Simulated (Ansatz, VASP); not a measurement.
# Cross-check of GaP (GaP (F-43m)) between VASP and Ansatz, part 2 of 3

Wanted: the spread between two codes on one cell, functional and k mesh. The cell is taken from a series of runs on this material, whose earlier steps may have relaxed, scaled, displaced or heated it; both programs get it as it stands.

VASP 6.6.1 and Ansatz 0.2.0.

So far, gap on the k-mesh: step 4 (comparison) 1.46.

## 6. VASP: single point, PBEsol, pair 2

Level of this step: PBEsol; plane waves and PAW (P, Ga_d) (VASP).

The same cell, functional and mesh now go to VASP, with its own data sets.

Contents of INCAR:

```
SYSTEM = GaP
PREC = Accurate
ENCUT = 400
EDIFF = 1E-06
NELM = 120
ISMEAR = 0
SIGMA = 0.01
LREAL = .FALSE.
ALGO = Normal
GGA = PS
NBANDS = 15
LORBIT = 11
LWAVE = .FALSE.
LCHARG = .FALSE.
ISIF = 2
ISYM = 2
LASPH = .TRUE.
GGA_COMPAT = .FALSE.
EFERMI = MIDGAP
KPAR = 8
```

Contents of POSCAR:

```
GaP
1.0
    0.0000000000      2.7194432600      2.7194432600
    2.7194432600      0.0000000000      2.7194432600
    2.7194432600      2.7194432600      0.0000000000
P Ga
1 1
Direct
    0.7502800000      0.7502800000      0.7488900000
    0.9997200000      0.9997200000      0.0011100000
```

Contents of KPOINTS:

```
Points of the shifted mesh
288
Reciprocal
 0.0833333333  0.0833333333  0.0625000000 1
 0.0833333333  0.0833333333  0.1875000000 1
 0.0833333333  0.0833333333  0.3125000000 1
 0.0833333333  0.0833333333  0.4375000000 1
 0.0833333333  0.0833333333  0.5625000000 1
 0.0833333333  0.0833333333  0.6875000000 1
 0.0833333333  0.0833333333  0.8125000000 1
 0.0833333333  0.0833333333  0.9375000000 1
 0.0833333333  0.2500000000  0.0625000000 1
 0.0833333333  0.2500000000  0.1875000000 1
 0.0833333333  0.2500000000  0.3125000000 1
 0.0833333333  0.2500000000  0.4375000000 1
 0.0833333333  0.2500000000  0.5625000000 1
 0.0833333333  0.2500000000  0.6875000000 1
 0.0833333333  0.2500000000  0.8125000000 1
 0.0833333333  0.2500000000  0.9375000000 1
 0.0833333333  0.4166666667  0.0625000000 1
 0.0833333333  0.4166666667  0.1875000000 1
 0.0833333333  0.4166666667  0.3125000000 1
 0.0833333333  0.4166666667  0.4375000000 1
 0.0833333333  0.4166666667  0.5625000000 1
 0.0833333333  0.4166666667  0.6875000000 1
 0.0833333333  0.4166666667  0.8125000000 1
 0.0833333333  0.4166666667  0.9375000000 1
 0.0833333333  0.5833333333  0.0625000000 1
 0.0833333333  0.5833333333  0.1875000000 1
 0.0833333333  0.5833333333  0.3125000000 1
 0.0833333333  0.5833333333  0.4375000000 1
 0.0833333333  0.5833333333  0.5625000000 1
 0.0833333333  0.5833333333  0.6875000000 1
 0.0833333333  0.5833333333  0.8125000000 1
 0.0833333333  0.5833333333  0.9375000000 1
 0.0833333333  0.7500000000  0.0625000000 1
 0.0833333333  0.7500000000  0.1875000000 1
 0.0833333333  0.7500000000  0.3125000000 1
 0.0833333333  0.7500000000  0.4375000000 1
 0.0833333333  0.7500000000  0.5625000000 1
 0.0833333333  0.7500000000  0.6875000000 1
 0.0833333333  0.7500000000  0.8125000000 1
 0.0833333333  0.7500000000  0.9375000000 1
 0.0833333333  0.9166666667  0.0625000000 1
 0.0833333333  0.9166666667  0.1875000000 1
 0.0833333333  0.9166666667  0.3125000000 1
 0.0833333333  0.9166666667  0.4375000000 1
 0.0833333333  0.9166666667  0.5625000000 1
 0.0833333333  0.9166666667  0.6875000000 1
 0.0833333333  0.9166666667  0.8125000000 1
 0.0833333333  0.9166666667  0.9375000000 1
 0.2500000000  0.0833333333  0.0625000000 1
 0.2500000000  0.0833333333  0.1875000000 1
 0.2500000000  0.0833333333  0.3125000000 1
 0.2500000000  0.0833333333  0.4375000000 1
 0.2500000000  0.0833333333  0.5625000000 1
 0.2500000000  0.0833333333  0.6875000000 1
 0.2500000000  0.0833333333  0.8125000000 1
 0.2500000000  0.0833333333  0.9375000000 1
 0.2500000000  0.2500000000  0.0625000000 1
 0.2500000000  0.2500000000  0.1875000000 1
 0.2500000000  0.2500000000  0.3125000000 1
 0.2500000000  0.2500000000  0.4375000000 1
 0.2500000000  0.2500000000  0.5625000000 1
 0.2500000000  0.2500000000  0.6875000000 1
 0.2500000000  0.2500000000  0.8125000000 1
 0.2500000000  0.2500000000  0.9375000000 1
 0.2500000000  0.4166666667  0.0625000000 1
 0.2500000000  0.4166666667  0.1875000000 1
 0.2500000000  0.4166666667  0.3125000000 1
 0.2500000000  0.4166666667  0.4375000000 1
 0.2500000000  0.4166666667  0.5625000000 1
 0.2500000000  0.4166666667  0.6875000000 1
 0.2500000000  0.4166666667  0.8125000000 1
 0.2500000000  0.4166666667  0.9375000000 1
 0.2500000000  0.5833333333  0.0625000000 1
 0.2500000000  0.5833333333  0.1875000000 1
 0.2500000000  0.5833333333  0.3125000000 1
 0.2500000000  0.5833333333  0.4375000000 1
 0.2500000000  0.5833333333  0.5625000000 1
 0.2500000000  0.5833333333  0.6875000000 1
 0.2500000000  0.5833333333  0.8125000000 1
 0.2500000000  0.5833333333  0.9375000000 1
 0.2500000000  0.7500000000  0.0625000000 1
 0.2500000000  0.7500000000  0.1875000000 1
 0.2500000000  0.7500000000  0.3125000000 1
 0.2500000000  0.7500000000  0.4375000000 1
 0.2500000000  0.7500000000  0.5625000000 1
 0.2500000000  0.7500000000  0.6875000000 1
 0.2500000000  0.7500000000  0.8125000000 1
 0.2500000000  0.7500000000  0.9375000000 1
 0.2500000000  0.9166666667  0.0625000000 1
 0.2500000000  0.9166666667  0.1875000000 1
 0.2500000000  0.9166666667  0.3125000000 1
 0.2500000000  0.9166666667  0.4375000000 1
 0.2500000000  0.9166666667  0.5625000000 1
 0.2500000000  0.9166666667  0.6875000000 1
 0.2500000000  0.9166666667  0.8125000000 1
 0.2500000000  0.9166666667  0.9375000000 1
 0.4166666667  0.0833333333  0.0625000000 1
 0.4166666667  0.0833333333  0.1875000000 1
 0.4166666667  0.0833333333  0.3125000000 1
 0.4166666667  0.0833333333  0.4375000000 1
 0.4166666667  0.0833333333  0.5625000000 1
 0.4166666667  0.0833333333  0.6875000000 1
 0.4166666667  0.0833333333  0.8125000000 1
 0.4166666667  0.0833333333  0.9375000000 1
 0.4166666667  0.2500000000  0.0625000000 1
 0.4166666667  0.2500000000  0.1875000000 1
 0.4166666667  0.2500000000  0.3125000000 1
 0.4166666667  0.2500000000  0.4375000000 1
 0.4166666667  0.2500000000  0.5625000000 1
 0.4166666667  0.2500000000  0.6875000000 1
 0.4166666667  0.2500000000  0.8125000000 1
 0.4166666667  0.2500000000  0.9375000000 1
 0.4166666667  0.4166666667  0.0625000000 1
 0.4166666667  0.4166666667  0.1875000000 1
 0.4166666667  0.4166666667  0.3125000000 1
 0.4166666667  0.4166666667  0.4375000000 1
 0.4166666667  0.4166666667  0.5625000000 1
 0.4166666667  0.4166666667  0.6875000000 1
 0.4166666667  0.4166666667  0.8125000000 1
 0.4166666667  0.4166666667  0.9375000000 1
 0.4166666667  0.5833333333  0.0625000000 1
 0.4166666667  0.5833333333  0.1875000000 1
 0.4166666667  0.5833333333  0.3125000000 1
 0.4166666667  0.5833333333  0.4375000000 1
 0.4166666667  0.5833333333  0.5625000000 1
 0.4166666667  0.5833333333  0.6875000000 1
 0.4166666667  0.5833333333  0.8125000000 1
 0.4166666667  0.5833333333  0.9375000000 1
 0.4166666667  0.7500000000  0.0625000000 1
 0.4166666667  0.7500000000  0.1875000000 1
 0.4166666667  0.7500000000  0.3125000000 1
 0.4166666667  0.7500000000  0.4375000000 1
 0.4166666667  0.7500000000  0.5625000000 1
 0.4166666667  0.7500000000  0.6875000000 1
 0.4166666667  0.7500000000  0.8125000000 1
 0.4166666667  0.7500000000  0.9375000000 1
 0.4166666667  0.9166666667  0.0625000000 1
 0.4166666667  0.9166666667  0.1875000000 1
 0.4166666667  0.9166666667  0.3125000000 1
 0.4166666667  0.9166666667  0.4375000000 1
 0.4166666667  0.9166666667  0.5625000000 1
 0.4166666667  0.9166666667  0.6875000000 1
 0.4166666667  0.9166666667  0.8125000000 1
 0.4166666667  0.9166666667  0.9375000000 1
 0.5833333333  0.0833333333  0.0625000000 1
 0.5833333333  0.0833333333  0.1875000000 1
 0.5833333333  0.0833333333  0.3125000000 1
 0.5833333333  0.0833333333  0.4375000000 1
 0.5833333333  0.0833333333  0.5625000000 1
 0.5833333333  0.0833333333  0.6875000000 1
 0.5833333333  0.0833333333  0.8125000000 1
 0.5833333333  0.0833333333  0.9375000000 1
 0.5833333333  0.2500000000  0.0625000000 1
 0.5833333333  0.2500000000  0.1875000000 1
 0.5833333333  0.2500000000  0.3125000000 1
 0.5833333333  0.2500000000  0.4375000000 1
 0.5833333333  0.2500000000  0.5625000000 1
 0.5833333333  0.2500000000  0.6875000000 1
 0.5833333333  0.2500000000  0.8125000000 1
 0.5833333333  0.2500000000  0.9375000000 1
 0.5833333333  0.4166666667  0.0625000000 1
 0.5833333333  0.4166666667  0.1875000000 1
 0.5833333333  0.4166666667  0.3125000000 1
 0.5833333333  0.4166666667  0.4375000000 1
 0.5833333333  0.4166666667  0.5625000000 1
 0.5833333333  0.4166666667  0.6875000000 1
 0.5833333333  0.4166666667  0.8125000000 1
 0.5833333333  0.4166666667  0.9375000000 1
 0.5833333333  0.5833333333  0.0625000000 1
 0.5833333333  0.5833333333  0.1875000000 1
 0.5833333333  0.5833333333  0.3125000000 1
 0.5833333333  0.5833333333  0.4375000000 1
 0.5833333333  0.5833333333  0.5625000000 1
 0.5833333333  0.5833333333  0.6875000000 1
 0.5833333333  0.5833333333  0.8125000000 1
 0.5833333333  0.5833333333  0.9375000000 1
 0.5833333333  0.7500000000  0.0625000000 1
 0.5833333333  0.7500000000  0.1875000000 1
 0.5833333333  0.7500000000  0.3125000000 1
 0.5833333333  0.7500000000  0.4375000000 1
 0.5833333333  0.7500000000  0.5625000000 1
 0.5833333333  0.7500000000  0.6875000000 1
 0.5833333333  0.7500000000  0.8125000000 1
 0.5833333333  0.7500000000  0.9375000000 1
 0.5833333333  0.9166666667  0.0625000000 1
 0.5833333333  0.9166666667  0.1875000000 1
 0.5833333333  0.9166666667  0.3125000000 1
 0.5833333333  0.9166666667  0.4375000000 1
 0.5833333333  0.9166666667  0.5625000000 1
 0.5833333333  0.9166666667  0.6875000000 1
 0.5833333333  0.9166666667  0.8125000000 1
 0.5833333333  0.9166666667  0.9375000000 1
 0.7500000000  0.0833333333  0.0625000000 1
 0.7500000000  0.0833333333  0.1875000000 1
 0.7500000000  0.0833333333  0.3125000000 1
 0.7500000000  0.0833333333  0.4375000000 1
 0.7500000000  0.0833333333  0.5625000000 1
 0.7500000000  0.0833333333  0.6875000000 1
 0.7500000000  0.0833333333  0.8125000000 1
 0.7500000000  0.0833333333  0.9375000000 1
 0.7500000000  0.2500000000  0.0625000000 1
 0.7500000000  0.2500000000  0.1875000000 1
 0.7500000000  0.2500000000  0.3125000000 1
 0.7500000000  0.2500000000  0.4375000000 1
 0.7500000000  0.2500000000  0.5625000000 1
 0.7500000000  0.2500000000  0.6875000000 1
 0.7500000000  0.2500000000  0.8125000000 1
 0.7500000000  0.2500000000  0.9375000000 1
 0.7500000000  0.4166666667  0.0625000000 1
 0.7500000000  0.4166666667  0.1875000000 1
 0.7500000000  0.4166666667  0.3125000000 1
 0.7500000000  0.4166666667  0.4375000000 1
 0.7500000000  0.4166666667  0.5625000000 1
 0.7500000000  0.4166666667  0.6875000000 1
 0.7500000000  0.4166666667  0.8125000000 1
 0.7500000000  0.4166666667  0.9375000000 1
 0.7500000000  0.5833333333  0.0625000000 1
 0.7500000000  0.5833333333  0.1875000000 1
 0.7500000000  0.5833333333  0.3125000000 1
 0.7500000000  0.5833333333  0.4375000000 1
 0.7500000000  0.5833333333  0.5625000000 1
 0.7500000000  0.5833333333  0.6875000000 1
 0.7500000000  0.5833333333  0.8125000000 1
 0.7500000000  0.5833333333  0.9375000000 1
 0.7500000000  0.7500000000  0.0625000000 1
 0.7500000000  0.7500000000  0.1875000000 1
 0.7500000000  0.7500000000  0.3125000000 1
 0.7500000000  0.7500000000  0.4375000000 1
 0.7500000000  0.7500000000  0.5625000000 1
 0.7500000000  0.7500000000  0.6875000000 1
 0.7500000000  0.7500000000  0.8125000000 1
 0.7500000000  0.7500000000  0.9375000000 1
 0.7500000000  0.9166666667  0.0625000000 1
 0.7500000000  0.9166666667  0.1875000000 1
 0.7500000000  0.9166666667  0.3125000000 1
 0.7500000000  0.9166666667  0.4375000000 1
 0.7500000000  0.9166666667  0.5625000000 1
 0.7500000000  0.9166666667  0.6875000000 1
 0.7500000000  0.9166666667  0.8125000000 1
 0.7500000000  0.9166666667  0.9375000000 1
 0.9166666667  0.0833333333  0.0625000000 1
 0.9166666667  0.0833333333  0.1875000000 1
 0.9166666667  0.0833333333  0.3125000000 1
 0.9166666667  0.0833333333  0.4375000000 1
 0.9166666667  0.0833333333  0.5625000000 1
 0.9166666667  0.0833333333  0.6875000000 1
 0.9166666667  0.0833333333  0.8125000000 1
 0.9166666667  0.0833333333  0.9375000000 1
 0.9166666667  0.2500000000  0.0625000000 1
 0.9166666667  0.2500000000  0.1875000000 1
 0.9166666667  0.2500000000  0.3125000000 1
 0.9166666667  0.2500000000  0.4375000000 1
 0.9166666667  0.2500000000  0.5625000000 1
 0.9166666667  0.2500000000  0.6875000000 1
 0.9166666667  0.2500000000  0.8125000000 1
 0.9166666667  0.2500000000  0.9375000000 1
 0.9166666667  0.4166666667  0.0625000000 1
 0.9166666667  0.4166666667  0.1875000000 1
 0.9166666667  0.4166666667  0.3125000000 1
 0.9166666667  0.4166666667  0.4375000000 1
 0.9166666667  0.4166666667  0.5625000000 1
 0.9166666667  0.4166666667  0.6875000000 1
 0.9166666667  0.4166666667  0.8125000000 1
 0.9166666667  0.4166666667  0.9375000000 1
 0.9166666667  0.5833333333  0.0625000000 1
 0.9166666667  0.5833333333  0.1875000000 1
 0.9166666667  0.5833333333  0.3125000000 1
 0.9166666667  0.5833333333  0.4375000000 1
 0.9166666667  0.5833333333  0.5625000000 1
 0.9166666667  0.5833333333  0.6875000000 1
 0.9166666667  0.5833333333  0.8125000000 1
 0.9166666667  0.5833333333  0.9375000000 1
 0.9166666667  0.7500000000  0.0625000000 1
 0.9166666667  0.7500000000  0.1875000000 1
 0.9166666667  0.7500000000  0.3125000000 1
 0.9166666667  0.7500000000  0.4375000000 1
 0.9166666667  0.7500000000  0.5625000000 1
 0.9166666667  0.7500000000  0.6875000000 1
 0.9166666667  0.7500000000  0.8125000000 1
 0.9166666667  0.7500000000  0.9375000000 1
 0.9166666667  0.9166666667  0.0625000000 1
 0.9166666667  0.9166666667  0.1875000000 1
 0.9166666667  0.9166666667  0.3125000000 1
 0.9166666667  0.9166666667  0.4375000000 1
 0.9166666667  0.9166666667  0.5625000000 1
 0.9166666667  0.9166666667  0.6875000000 1
 0.9166666667  0.9166666667  0.8125000000 1
 0.9166666667  0.9166666667  0.9375000000 1
```

Potentials, in the order of the species: P and Ga_d (PBE family, release 64).

Started as:

```sh
$ mpirun -np 8 vasp_std
```

Numbers of over 12 decimals in the logs are rounded to 6 here.

Log:

```text
[banner, memory and clock lines left out]
running    8 mpi-ranks, on    1 nodes
[...]
[... a notice as in an earlier step ...]

 [... a notice as in an earlier step ...]

 LDA part: xc-table for (Slater+PW92), standard interpolation
 POSCAR, INCAR and KPOINTS ok, starting setup
[...]
entering main loop
       N       E                     dE             d eps       ncg     rms          rms(c)
DAV:   1     0.720705625374E+02    0.72071E+02   -0.80507E+03  8846   0.149E+03
DAV:   2    -0.479419301667E+01   -0.76865E+02   -0.73628E+02  9788   0.282E+02
DAV:   3    -0.101249290096E+02   -0.53307E+01   -0.53123E+01 10922   0.635E+01
DAV:   4    -0.102086772224E+02   -0.83748E-01   -0.83726E-01 10637   0.862E+00
[...]
DAV:  10    -0.992517294608E+01   -0.20989E-04   -0.55858E-05 13365   0.813E-02    0.254E-02
DAV:  11    -0.992519874536E+01   -0.25799E-04   -0.26192E-05  9991   0.518E-02    0.530E-03
DAV:  12    -0.992519872018E+01    0.25184E-07   -0.92287E-07  8317   0.118E-02
   1 F= -.99251987E+01 E0= -.99251987E+01  d E =0.000000E+00
```

OUTCAR, selected parts (step 6):

```text
  Total       -0.0658344     -0.0658344     -0.1027687      0.0080110     -0.0470349     -0.0470349
  in kB       -2.6223665     -2.6223665     -4.0935637      0.3190991     -1.8735301     -1.8735293
  external PRESSURE =      -3.1127655 kB  Pullay stress =       0.0000000 kB

 POSITION                                       TOTAL-FORCE (eV/Angst)
 -----------------------------------------------------------------------------------
      4.07691      4.07691      4.08069         0.043841      0.043841     -0.031386
      2.72170      2.72170      5.43736        -0.043841     -0.043841      0.031386
 -----------------------------------------------------------------------------------
    total drift:                               -0.000217     -0.000217      0.000154

  FREE ENERGIE OF THE ION-ELECTRON SYSTEM (eV)
  ---------------------------------------------------
  free  energy   TOTEN  =        -9.9251987202 eV

  energy  without entropy=       -9.9251987202  energy(sigma->0) =       -9.92519872

[... 3 further parts left out ...]
[key lines of the parts left out:]
E-fermi :   5.3721
```

The run ends at a pressure of -0.31 GPa, with forces up to 0.069 eV/Å.

## 7. Comparison

What differs besides the data sets and the points named for the pairs above, as far as they apply: fixed occupations in Ansatz, narrow Gaussian smearing in VASP; the cutoff is 500 eV in Ansatz and 400 eV in VASP. Total energies have different zeros and are not compared.

Both answers:

| quantity | Ansatz | VASP | difference |
| --- | --- | --- | --- |
| gap on the k mesh (eV) | 1.704 | 1.706 | -0.002 |

Forces (eV/Å; atoms numbered as in POSCAR):

| atom | Ansatz x, y, z | VASP x, y, z |
| --- | --- | --- |
| P1 | 0.044, 0.044, -0.031 | 0.044, 0.044, -0.031 |
| Ga2 | -0.044, -0.044, 0.031 | -0.044, -0.044, 0.031 |

The forces differ by 0.3 meV/Å r.m.s., which is 0.6 % of the r.m.s. force of 0.040 eV/Å (both taken over all components). A gap on the mesh is an upper bound, since the band edges may lie between its points.

## 8. Ansatz: single point, PBEsol, pair 3

With cell and atoms fixed, the geometry can't cause a difference; cores, projectors, grids and the points listed under the comparison can. This pair takes another cell of the material, with 8 atoms against 2 for the pair before.

The cell is taken from a series of runs on this material, whose earlier steps may have relaxed, scaled, displaced or heated it; both programs get it as it stands.

Contents of input.yaml:

```yaml
crystal:
  lattice:
    - [0.0, 2.71944326, 2.71944326]
    - [2.71944326, 0.0, 2.71944326]
    - [10.87777304, 10.87777304, 0.0]
  atoms:
    - { symbol: P, position: [0.7502784631317, 0.7502784631317, 0.1872230384488] }
    - { symbol: Ga, position: [0.9997215368683, 0.9997215368683, 0.0002769615511744] }
    - { symbol: P, position: [0.7502784631317, 0.7502784631317, 0.4372230384488] }
    - { symbol: Ga, position: [0.9997215368683, 0.9997215368683, 0.2502769615512] }
    - { symbol: P, position: [0.7502784631317, 0.7502784631317, 0.6872230384488] }
    - { symbol: Ga, position: [0.9997215368683, 0.9997215368683, 0.5002769615512] }
    - { symbol: P, position: [0.7502784631317, 0.7502784631317, 0.9372230384488] }
    - { symbol: Ga, position: [0.9997215368683, 0.9997215368683, 0.7502769615512] }
basis:
  ecutwfc: 600.0
  ecutrho_ratio: 4
  xc_grid: 2
  fft_grid_basis: typed
  precision: f64
kpoints:
  mp_grid: { grid: [6, 6, 2], shift: [0.5, 0.5, 0.5] }
  band_path: { path: [VBM, CBM], npoints: 1 }
hamiltonian:
  xc: pbesol
  pseudopotentials:
    kind: paw
    xc_functional: pbe
    azcp: { folder: soft_1, P: "soft_1/P.paw.azcp", Ga: "soft_1/Ga.paw.azcp" }
scf:
  max_iter: 100
  self_checks: high
  occupations: { method: fixed }
output:
  forces: true
checkpoint:
  write: "../host.e600.run"
  compress: false
  write_wavefunctions: true
  write_every: 100000
```

Started as:

```sh
$ ansatz run input.yaml --threads 32 --pin off --max-ram 84787MiB --backend cuda --events-out ev --progress --plain --runs-dir out --max-vram 78GiB
```

Log:

```text
[...]
Crystal: 8 atoms, lattice volume = 160.890 Å³
Basis set: ecut = 600 eV, 5403 PW (Γ), exchange–correlation on 64×64×250 points (8 copies of the dense FFT grid, shifted against one another)
Bands: 44, of which v1, the nominal top of the filled ones, is band 36 counted from 1 (35 counted from 0)
Symmetry: 8 space group operations
[...]
k-points: 21 of 72 (time reversal used)
[...]
atom   1  P      0.04406321     0.04406321    -0.03146323
  atom   2  Ga    -0.04406275    -0.04406275     0.03146181
  atom   3  P      0.04406321     0.04406321    -0.03146323
  atom   4  Ga    -0.04406275    -0.04406275     0.03146181
  atom   5  P      0.04406321     0.04406321    -0.03146323
  atom   6  Ga    -0.04406275    -0.04406275     0.03146181
  [... 2 more lines of this table ...]
  max |Σ_I F_I| component: 5.66e-6 eV/Å
--- Band table (eV; the first three rows and the last of 21) ---
[...]
[key lines of the parts left out:]
SCF converged after 8 iterations
Free energy (F): -17936.262008 eV
Fermi energy:    6.947543 eV
```

The value for the gap on the k-mesh stays at 1.70, as in step 7 (changed since: 8 atoms).

[end of part 2 of 3]

[Lines on the potential files, build, host, timing and source positions are cut from VASP's logs without a mark.]

[Logs are printed without paths, hosts, clocks, repeated set-up lines and the standing remarks that a program may print on its own settings, such as how far it seeks lower states.]

[Hosts, paths, dates, database ids (printed as entryN), source tags and the programs' standing remarks are cut or masked in the printed files.]
